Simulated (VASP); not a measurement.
Write the native input for VASP 6.6.1 that does the following.

```
Task                   : electric field gradients
Functional             : LDA
Potentials or basis    : VASP PAW LDA potentials, release 64 (B, H)
Cutoff                 : 520 eV
k mesh                 : 6 × 6 × 4
Occupations            : fermi-dirac, width 0.05 eV
Spin                   : no spin polarisation
Dipole correction      : no
Further INCAR settings : LREAL = Auto; ALGO = Fast; EDIFF = 1e-08; NBANDS = 50
```

The structure of B3H5 lies in POSCAR:

```
B3H5
1.0
    3.8278145037     -4.6740872546      0.0000000000
    3.8278145037      4.6740872546      0.0000000000
    0.0000000000      0.0000000000      8.5966560600
B H
12 20
Direct
    0.3020413700      0.6979586300      0.1330806000
    0.6979586300      0.3020413700      0.6330806000
    0.3917480300      0.9763132100      0.2090096300
    0.6082519700      0.0236867900      0.7090096300
    0.0236867900      0.6082519700      0.2090096300
    0.9763132100      0.3917480300      0.7090096300
    0.1768818100      0.0370864700      0.3247428500
    0.8231181900      0.9629135300      0.8247428500
    0.9629135300      0.8231181900      0.3247428500
    0.0370864700      0.1768818100      0.8247428500
    0.2412204600      0.7587795400      0.3247780200
    0.7587795400      0.2412204600      0.8247780200
    0.2415398100      0.1080688700      0.1825081400
    0.7584601900      0.8919311300      0.6825081400
    0.8919311300      0.7584601900      0.1825081400
    0.1080688700      0.2415398100      0.6825081400
    0.3570928300      0.8913708000      0.0612524800
    0.6429071700      0.1086292000      0.5612524800
    0.1086292000      0.6429071700      0.0612524800
    0.8913708000      0.3570928300      0.5612524800
    0.4213811900      0.5786188100      0.0874152000
    0.5786188100      0.4213811900      0.5874152000
    0.5823446200      0.0725658300      0.2070726000
    0.4176553800      0.9274341700      0.7070726000
    0.6784235800      0.3215764200      0.9314867400
    0.3215764200      0.6784235800      0.4314867400
    0.1874302300      0.2343862500      0.9139330200
    0.8125697700      0.7656137500      0.4139330200
    0.7656137500      0.8125697700      0.9139330200
    0.2343862500      0.1874302300      0.4139330200
    0.0725658300      0.5823446200      0.7070726000
    0.9274341700      0.4176553800      0.2070726000
```

The cell comes from a database or a generator and needn't be the stable form of this composition.

One way to write it, as run:

INCAR

```
ALGO = Fast ; EDIFF = 1E-8
ENCUT = 520 ; ISIF = 2
ISMEAR = -1 ; LASPH = T
LCHARG = F ; LEFG = T
LREAL = Auto ; LWAVE = F
NBANDS = 50 ; NELM = 60
PREC = Accurate ; SIGMA = 0.05
```

KPOINTS

```
k-points
0
Gamma
  6 6 4
```

Potentials or basis: VASP PAW LDA potentials, release 64 (B, H).

Launch:

```sh
$ cat potpaw_LDA.64/B/POTCAR potpaw_LDA.64/H/POTCAR > POTCAR
$ mpirun -np 1 vasp_std > vasp.out
```

It gave:

The pressure is -1.0 GPa. The largest force is 0.754 eV/Å and the band gap on the k mesh is 3.70 eV, direct.

Run time: 20 min on 1 thread of Intel(R) Xeon(R) Platinum 8375C CPU @ 2.90GHz (Ice Lake), on a shared host, peak memory 0.5 GiB.
